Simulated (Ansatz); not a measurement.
**MnO: what the numbers say**

Computed with Ansatz (plane waves, PAW, 420 eV cutoff): PBE+U (U_eff = 3.9 eV on Mn 3d), scalar-relativistic, collinear spin, 12×12×6 k-mesh, Gaussian smearing of 0.05 eV. The datasets are Ansatz's generated set soft_2.

The chain of runs began from a cell as deposited in COD, expanded in volume.

The relaxed structure (symmetry read at 0.01 Å). Symmetry: R-3m, No. 166, trigonal system. The conventional cell has a = 3.210 Å, b = 3.210 Å, c = 7.709 Å, α = 90.00°, β = 90.00°, γ = 120.00°. Mn (site symmetry -3m) is surrounded by 6 O at 2.25 Å. O (site symmetry -3m) is surrounded by 6 Mn at 2.25 Å. (Neighbours are counted to 15 % beyond the shortest distance.)

Results at this level of theory:

- Volume: 11.46 Å³/atom
- Band gap: 1.60 eV
- Smallest direct gap: 2.19 eV (over both spins)
- Magnetic state: antiferromagnetic
- Site spin moments: Mn 4.27, -4.27 μB
- Spin moment of the cell: 0.00 μB
- Bader charges: Mn 1.44; O -1.44 e
- Bulk modulus (Birch–Murnaghan): 139 GPa
- Pressure derivative B0′: 4.3
- Shear modulus (Hill): 60 GPa
- Young's modulus: 158 GPa
- Poisson's ratio: 0.31
- Elastically stable: yes

Task: What kind of gap is it?

Result: It is indirect: 1.60 eV, against 2.19 eV for the smallest direct gap. Within 0.6 eV of the edges the projected states are 59 % O 2p at the top of the valence band and 63 % Mn 4s at the bottom of the conduction band. The valence edge mixes anion p with metal states, so the bond is partly covalent and the gap isn't a plain transfer from O to Mn.

Task: How ionic is it?

Result: Bader charges against formal ones: Mn +1.44 (+2), O −1.44 (−2). The cations give up 72 % of the formal charge; Bader charges stay under formal ones because the anions' density reaches into the cations' basins.

Task: How stiff is it, in energy terms?

Result: B0·V0 = 139.2 GPa × 11.46 Å³ = 9.96 eV/atom sets the scale: near the minimum ΔE ≈ ½ B0 V0 x², with x = V/V0 − 1, and a pressure of 1.4 GPa squeezes the volume by about 1 %. At the ends of the curve: x = −5.5 % predicts 15.1 meV/atom and the run gives 16.7; x = +10.0 % predicts 49.8 meV/atom and the run gives 42.1. Compression costs more and expansion less than the parabola says, since the crystal stiffens as it shrinks; B0′ measures that.

Task: Which Debye temperature follows from the elastic moduli?

Result: K = 140 GPa and G = 60 GPa (Hill). With a density of 5.138 g/cm³ (mean mass 35.5 u, 11.46 Å³/atom), K = 139.5 and G = 60.3 GPa from the unrounded constants, v_l = √((K + 4G/3)/ρ) = 6540 m/s and v_t = √(G/ρ) = 3430 m/s. The mean [(1/v_l³ + 2/v_t³)/3]^(−1/3) is 3830 m/s, and θ_D = (ħ/k_B)(6π²/V)^(1/3) v_m ≈ 510 K, with V the volume an atom.

Open d and f shells can converge to several self-consistent states; this is the one that the run reached. Site moments are of spin, integrated over atomic spheres.
